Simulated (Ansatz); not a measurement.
Rows from a G0W0 calculation on GaAs (F-43m) (Ansatz 0.2.0; G0W0 on LDA, plane waves, PAW; 6×6×6 mesh, 134 empty bands, screening to 120 eV), in eV. Spin-orbit coupling is left out.

```
row  k  band   start       Σx  Σc at the solution      Vxc
  A  Γ    v1   7.880  -16.854               0.968  -15.659
  B  Γ    c2  11.559   -7.875              -4.417  -12.588
  C  Γ    c1   8.160  -12.140              -3.780  -16.553
```

Work out each quasiparticle level and how far it moved.

The quasiparticle equation reads E = start + Σx + Σc(E) − Vxc.

```
row  E (eV)  shift (eV)
  A   7.654      −0.226
  B  11.856      +0.297
  C   8.792      +0.632
```

Limits: not at the basis limit; screening runs away on this mesh; no spin-orbit coupling; coarse k mesh.

[Paths, hosts, dates, memory and timing lines, banners, echoed tables and standing remarks are left out of the program output.]

[Logs are printed without paths, hosts, clocks, repeated set-up lines and the standing remarks that a program may print on its own settings, such as how far it seeks lower states.]

[Runs of the session that timed out or met a known fault of the program may be left out.]

[Cells called generated may have been cut or substituted from an entry of the Crystallography Open Database or the Materials Project.]

[Hosts, paths, dates, database ids (printed as entryN), source tags and the programs' standing remarks are cut or masked in the printed files.]
